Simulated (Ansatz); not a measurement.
# A defect in a wire: (4,0) C nanotube, B and B in place of neighbours C and C, part 2 of 4

Wanted: the relaxed defect and the transmission past it, beside the channels of the perfect wire.

Ansatz 0.2.0; DFT PBE, plane waves, PAW; relaxation of a wire's period (the session's first sound run).

So far. Step 2 (Relaxing the period): The cell's length comes to 4.216 Å with spin left out.

## (3) The wire at its relaxed period

This step: DFT PBE, plane waves, PAW; channels and complex bands of a perfect wire (Ansatz 0.2.0).

At the relaxed period the Bloch states of the perfect wire are found at each energy: those that move forward count the open channels, and those that decay describe how a disturbance dies away inside the wire itself. An energy step of 0.035 eV is under the 0.039 eV that the program asks for its thermal average at 300 K.

input.yaml reads:

```yaml
crystal:
  lattice:
    - [9.932, 0.0, 0.0]
    - [0.0, 9.932, 0.0]
    - [0.0, 0.0, 4.2163403196]
  atoms:
    - { symbol: C, position: [0.330192775, 0.499977252, 0.002066957] }
    - { symbol: C, position: [0.499977252, 0.669761728, 0.002066957] }
    - { symbol: C, position: [0.499977252, 0.330192775, 0.002066957] }
    - { symbol: C, position: [0.669761728, 0.499977252, 0.002066957] }
    - { symbol: C, position: [0.330192775, 0.499977252, 0.331266377] }
    - { symbol: C, position: [0.499977252, 0.669761728, 0.331266377] }
    - { symbol: C, position: [0.499977252, 0.330192775, 0.331266377] }
    - { symbol: C, position: [0.669761728, 0.499977252, 0.331266377] }
    - { symbol: C, position: [0.37990611, 0.620048393, 0.502107724] }
    - { symbol: C, position: [0.37990611, 0.37990611, 0.502107724] }
    - { symbol: C, position: [0.620048393, 0.620048393, 0.502107724] }
    - { symbol: C, position: [0.620048393, 0.37990611, 0.502107724] }
    - { symbol: C, position: [0.37990611, 0.620048393, 0.83122561] }
    - { symbol: C, position: [0.37990611, 0.37990611, 0.83122561] }
    - { symbol: C, position: [0.620048393, 0.620048393, 0.83122561] }
    - { symbol: C, position: [0.620048393, 0.37990611, 0.83122561] }
kpoints:
  mp_grid: { grid: [1, 1, 19] }
scf:
  occupations: { method: fermi_dirac, width: 0.05 }
hamiltonian:
  xc: pbe
output:
  transmission:
    e_range: [-1.26, 1.26]
    de: 0.035
    kmesh: [1, 1]
    reduced_basis: true
    leads: [[0, 0]]
basis:
  ecutwfc: "350 eV"
```

Launch:

```
$ ansatz run input.yaml --threads 4 --pin off --max-ram 16384MiB --backend cpu --events-out ev --progress --plain --runs-dir out
```

Numbers of over 12 decimals in the logs are rounded to 6 here.

The program printed:

```text
Warning: basis.ecutwfc = 350 eV is below the records' recommended 420 eV, and the density's cutoff is lower with it unless basis.ecutrho_ratio is high enough to keep the records' density cutoff: compare with a run at a higher cutoff
[...]
Crystal: 16 atoms, lattice volume = 415.919 Å³
Basis set: ecut = 350 eV, 6209 PW (Γ)
Bands: 48, of which v1, the nominal top of the filled ones, is band 32 counted from 1 (31 counted from 0)
Symmetry: 16 space group operations
[...]
k-points: 10 of 19
[...]
SCF iter   1: F=—  HF=-4002.728136 eV  |F-HF|=—  |Δ(HF+E_count)|=         —  Δρ=7.22e-3  dr2=1.55e-1  ethr=1.77e-3  ⟨swp⟩=10.9  Hψ=3027  notcnv=0  defer=59
[...]
SCF iter   7: F=-4002.708173 eV  HF=-4002.708173 eV  |F-HF|=2.98e-9  |Δ(HF+E_count)|=   4.93e-8  Δρ=1.10e-6  dr2=7.24e-9  ethr=1.56e-10  ⟨swp⟩=19.3  Hψ=2603  notcnv=0
SCF 1 converged in 7 iterations: F = -4002.708173 eV  dr2 = 7.24e-9
[...]
transmission: 7 of 7 steps passed
SCF converged after 7 iterations
Free energy (F): -4002.708173 eV
[...]
Internal energy: -4002.685812 eV  (E = F + TS)
E sigma→0 (E₀):  -4002.696993 eV
Entropy (-TS):   -0.022361 eV (-1.398 meV/atom)
Fermi energy:    -1.683816 eV
[...]
--- Band table (eV; the first three rows and the last of 10) ---
  k-point 0: bands = [... 28 lower, -2.8626, -2.4055, -2.3884, -1.0439, -1.0439, -0.7493, -0.7493, 2.7795, ... 12 higher]
  k-point 1: bands = [... 28 lower, -2.6406, -2.3954, -2.3793, -1.3125, -1.3125, -0.4942, -0.4942, 2.7352, ... 12 higher]
  k-point 2: bands = [... 28 lower, -2.3671, -2.3512, -2.3082, -1.6992, -1.6992, -0.1455, -0.1455, 2.6082, ... 12 higher]
  k-point 9: bands = [... 28 lower, -4.2270, -4.2270, -1.9904, -1.9823, -0.0055, 0.3539, 1.8459, 1.8951, ... 12 higher]
--- Transmission ---
  basis      : 725 plane waves across, 7 finite elements along
  points     : 1, standing for a mesh of 1 x 1
  filling    : by the input's occupations and mesh, since the crystals that have channels conduct as metals do. If one of these is a semiconductor, that mesh has misplaced its level
  energies   : 73 from -1.260000 to 1.260000 eV about the Fermi level, 0.035000 eV apart; the leads are filled to 0.000000 eV, and channels, transmission and decay are at 0.000000 eV
  crystal 0  : C16, at the sites [0, 0], period 4.2163 Å: whole cells are its period
    offset         : up to 0.0000 Å between an atom of the period and one for which it stands
    filled         : 5.9 meV over the level at which it is neutral
    channels       : 3.000000e0 a spin
    conductance    : 2.3564e14 S/m² at 300 K; may be off by some 0.0 % by where its bands' edges are placed, 0.0 % from the distance to neutral
```

Run time: 7.4 min. Hardware: 4 threads of Arm Neoverse V1, shared host; peak memory 4.7 GiB.

Reading the cycles: dr2 is the Hartree energy of the density residual (eV), the measure of convergence; HF is the Harris–Foulkes estimate of the energy, which meets the free energy F at convergence.

This step gave:

```yaml
energy_at_zero_smearing: -4002.6970 eV
channels_at_the_energy_nearest_the_fermi_level_one_spin: 3
conductance_of_the_lead_as_this_run_defines_it: 3.000 G₀
band_gap: 0 eV
```

The open channels of the lead, one spin by energy, zero at the Fermi level:

```csv
energy (eV),"open channels of the lead, one spin"
-1.26,2
-1.19,2
-1.08,3
-1.01,3
-0.91,3
-0.84,3
-0.73,3
-0.67,5
-0.56,5
-0.49,5
-0.39,5
-0.32,5
-0.21,3
-0.14,3
-0.04,3
0.00,3
0.04,3
0.14,3
0.21,3
0.32,3
0.39,3
0.49,3
0.56,3
0.67,1
0.73,1
0.84,1
0.91,1
1.01,3
1.08,3
1.19,3
1.26,3
```

The slowest values at each energy, most degenerate partners merged, listed up to 1.5 1/Å. The Im kz of the slowest decaying states by energy, zero at the Fermi level:

```csv
energy (eV),decay 1 (Å⁻¹),decay 2 (Å⁻¹),decay 3 (Å⁻¹),decay 4 (Å⁻¹)
-1.190,0.00997,0.239,0.337,0.437
-1.085,0.258,0.351,0.443,0.444
-1.015,0.270,0.360,0.402,0.415
-0.910,0.285,0.326,0.342,0.373
-0.805,0.216,0.239,0.299,0.385
-0.700,0.312,0.397,0.466,0.540
-0.595,0.324,0.408,0.472,0.543
-0.490,0.334,0.418,0.477,0.545
-0.385,0.344,0.428,0.481,0.547
-0.315,0.350,0.435,0.484,0.548
-0.210,0.198,0.204,0.359,0.444
-0.105,0.274,0.276,0.367,0.453
0.000,0.323,0.324,0.374,0.461
0.105,0.359,0.360,0.381,0.469
0.210,0.386,0.387,0.387,0.477
0.315,0.392,0.407,0.409,0.484
0.385,0.396,0.419,0.422,0.489
0.490,0.401,0.434,0.437,0.496
0.595,0.405,0.446,0.449,0.503
0.700,0.0255,0.409,0.455,0.459
0.805,0.0294,0.413,0.463,0.467
0.910,0.0118,0.416,0.469,0.473
1.015,0.419,0.473,0.477,0.522
1.085,0.421,0.474,0.479,0.523
1.190,0.424,0.476,0.481,0.524
```

By hand: the program gives 2.3564 × 10^14 S/m² over the cell's cross-section of 98.64 Å² = 9.864 × 10^-19 m², so one cell conducts 2.324 × 10^-4 S. Divided by G0 = 2e²/h = 7.748 × 10^-5 S this is 3.00 G0, a resistance of 4.30 kΩ.

At the computed energy nearest the Fermi level there are 3 channels a spin, and the thermal average gives 3.00 G₀.

(Part 2 of 4 ends here.)

[Logs are printed without paths, hosts, clocks, repeated set-up lines and the standing remarks that a program may print on its own settings, such as how far it seeks lower states.]

[Hosts, paths, dates, database ids (printed as entryN), source tags and the programs' standing remarks are cut or masked in the printed files.]
